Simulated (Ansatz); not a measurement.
TiSi2:

```xyz
6
Lattice="0.0000 4.1175 4.2629 2.3895 0.0000 4.2629 2.3895 4.1175 0.0000" Properties=species:S:1:pos:R:3 pbc="T T T"
Ti    3.5843    6.1763    6.3943
Ti    2.3895    4.1175    4.2629
Si    1.1948    3.3975    2.1314
Si    1.1948    0.7200    2.1314
Si    2.3895    1.3387    4.2629
Si    2.3895    6.8963    4.2629
```

The cell is a database's computed one.

Base run:

- Program: Ansatz 0.2.0
- Functional: RPBE
- Potentials or basis: Ansatz PAW
- Cutoff: 420 eV
- Density cutoff: 1680 eV
- k mesh: 7 × 7 × 7
- Occupations: fermi-dirac, width 0.05 eV
- Spin: no spin polarisation

Its results: band gap on the k mesh none (metal or under the smearing width); pressure 4.7 GPa; largest force 0.007 eV/Å.

Task: After a change of settings the same cell gave: band gap on the k mesh none (metal or under the smearing width); pressure -5.1 GPa; largest force 0.064 eV/Å. Which change was it?
A. functional from RPBE to PBE
B. functional from RPBE to r2SCAN; cutoff from 420 eV to 500 eV; density cutoff from 1680 eV to 2000 eV
C. functional from RPBE to revPBE
D. functional from RPBE to LDA

Result: D.

LDA binds more tightly than RPBE, so the same cell stands under less pressure.

Caveats: the PAW data sets come from PBE, with cores solved anew for the run's functional, which leaves a small shift of forces and pressure; the potentials were made for another functional, which shifts forces and pressure (some runs).

Not every run made on this cell is shown here.
